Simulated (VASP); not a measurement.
Au, 2 atoms in the cell. It takes space group Cmcm (No. 63, orthorhombic). Conventional cell: a = 2.823 Å, b = 5.112 Å, c = 4.893 Å, α = 90.00°, β = 90.00°, γ = 90.00°. Au (site symmetry m2m) has 12 Au at 2.82 to 2.97 Å as nearest neighbours. This isn't the form of Au at room conditions, which is fcc.

```yaml
Program: VASP 6.6.1
Task: single point
Functional: PBE
Potentials_or_basis: VASP PAW PBE potentials, release 64 (Au)
Cutoff: 520 eV
k_mesh: 8 × 8 × 4
Occupations: gaussian, width 0.1 eV
Spin: no spin polarisation
Dipole_correction: no
Further_INCAR_settings: ALGO = Normal; EDIFF = 1e-06; NBANDS = 18
```

Potentials or basis: VASP PAW PBE potentials, release 64 (Au).

Command:

```bash
$ cat potpaw_PBE.64/Au/POTCAR > POTCAR
$ mpirun -np 1 vasp_std > vasp.out
```

Hardware: 1 thread of Intel(R) Xeon(R) Platinum 8488C (Sapphire Rapids) (shared host).

Problem. How long does it take, and how much memory?

Solution. It took 20 s on 1 thread of Intel(R) Xeon(R) Platinum 8488C (Sapphire Rapids), on a shared host, peak memory 0.17 GiB. Counts: scf iterations 11, k points 63.
